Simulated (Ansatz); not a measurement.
BeO (wurtzite), relaxed and computed with several functionals in Ansatz (plane waves, PAW). Much of their spread follows the volume that each gives.

```tsv
functional	V (Å³/atom)	B₀ by P(V) fit (GPa)
PBEsol	6.86	?
HSE06	6.81	228
PBE	7.01	209
r²SCAN	6.85	225
```

Problem. Fit a straight line to ln B₀ against ln V and predict the withheld value.

Solution. Least squares on the 3 shown rows: ln B₀ = -3.06 × ln V + (11.302), with a scatter of 0.2 %. For PBEsol this gives 223. The run itself gave 218, a miss of 2.3 % of that, well beyond the scatter: the line misses something about this case.

All cells were relaxed under the symmetry of their starts (and spin orders); stability against distortions was not tested throughout.

Potentials: the earlier of the program's two PAW sets. The files were generated under PBE; for other functionals the program regenerates the frozen cores, and for LDA and PBEsol the local potential too.

Ansatz (a first-principles code) is a plane-wave DFT program.
